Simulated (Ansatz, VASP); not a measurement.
**PbO2: VASP beside Ansatz**

The input POSCAR:

```
PbO2
1.0
    0.0000000000      2.6589537334      2.6589537334
    2.6589537334      0.0000000000      2.6589537334
    2.6589537334      2.6589537334      0.0000000000
Pb O
1 2
Direct
    0.0000000000      0.0000000000      0.0000000000
    0.2500000000      0.2500000000      0.2500000000
    0.7500000000      0.7500000000      0.7500000000
```

INCAR.step1

```
SYSTEM = PbO2
PREC = Accurate
ENCUT = 520
ISMEAR = 0
SIGMA = 0.15
LREAL = .FALSE.
LASPH = .TRUE.
NELM = 100
NBANDS = 20
GGA = PE
ALGO = Normal
EDIFF = 1E-4
LWAVE = .TRUE.
LCHARG = .FALSE.
```

Contents of INCAR.step2:

```
SYSTEM = PbO2
PREC = Accurate
ENCUT = 520
EDIFF = 1E-7
ISMEAR = 0
SIGMA = 0.15
LREAL = .FALSE.
LASPH = .TRUE.
NELM = 100
ALGO = Normal
ISIF = 2
LWAVE = .FALSE.
LCHARG = .FALSE.
METAGGA = R2SCAN
LMIXTAU = .TRUE.
NBANDS = 20
ISTART = 1
```

Contents of KPOINTS:

```
regular mesh
0
G
  16 16 16
  0 0 0
```

Input for Ansatz:

```yaml
crystal:
  lattice:
    - [0.0, 2.6589537334, 2.6589537334]
    - [2.6589537334, 0.0, 2.6589537334]
    - [2.6589537334, 2.6589537334, 0.0]
  atoms:
    - { symbol: Pb, position: [0.0, 0.0, 0.0] }
    - { symbol: O, position: [0.25, 0.25, 0.25] }
    - { symbol: O, position: [0.75, 0.75, 0.75] }
basis:
  ecutwfc: 500
kpoints:
  mp_grid: { grid: [16, 16, 16] }
hamiltonian:
  xc: r2scan
scf:
  occupations: { method: gaussian, width: 0.15 }
output:
  forces: true
  stress: true
  eigenvalues: true
```

The cell comes from a database or a generator and needn't be the stable form of this composition.

Alike in both runs: task single point; functional r2SCAN; k mesh 16 × 16 × 16; occupations gaussian, width 0.15 eV; no spin polarisation.

```csv
,VASP,Ansatz
version,VASP 6.6.1,Ansatz 0.2.0
potentials or method,"VASP PAW PBE potentials, release 64 (Pb_d, O)","scalar-relativistic, plane waves, PAW"
plane-wave cutoff (eV),520,500
valence electrons in the cell,26,26
```

|  | VASP | Ansatz | Ansatz less VASP |
| --- | --- | --- | --- |
| gap on the k mesh at the Fermi level (eV) | none | none | - |
| pressure (GPa) | 1.2 | 0.1 | -1.13 |

A gap of «none» marks a metal or a gap that the smearing closes.

Caveats: the PAW data sets were made with another functional, which shifts forces and pressure a little (VASP). Spin-orbit coupling is left out, which matters for the levels of Pb.
